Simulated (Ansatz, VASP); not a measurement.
**Bi: VASP beside Ansatz**

```
Bi
1.0
     2.29246    1.32355    4.04675
    -2.29246    1.32355    4.04675
     0.00000   -2.64710    4.04675
Bi
2
Direct
  0.23371 0.23371 0.23371
  0.76629 0.76629 0.76629
```

Alike in both runs: task single point; functional PBE; k mesh 8 × 8 × 8; occupations fermi-dirac, width 0.01 eV; no spin polarisation.

|  | VASP | Ansatz |
| --- | --- | --- |
| version | VASP 6.6.1 | Ansatz 0.2.0 |
| potentials or method | VASP PAW PBE potentials, release 64 (Bi_d) | plane waves (420 eV) with PAW, scalar-relativistic |
| plane-wave cutoff (eV) | 520 | 420 |
| valence electrons in the cell | 30 | 30 |

|  | VASP | Ansatz | Ansatz less VASP |
| --- | --- | --- | --- |
| pressure (GPa) | -0.1 | 0.0 | +0.06 |

The functional is the same, so the differences come from potentials, cutoffs and numerics.
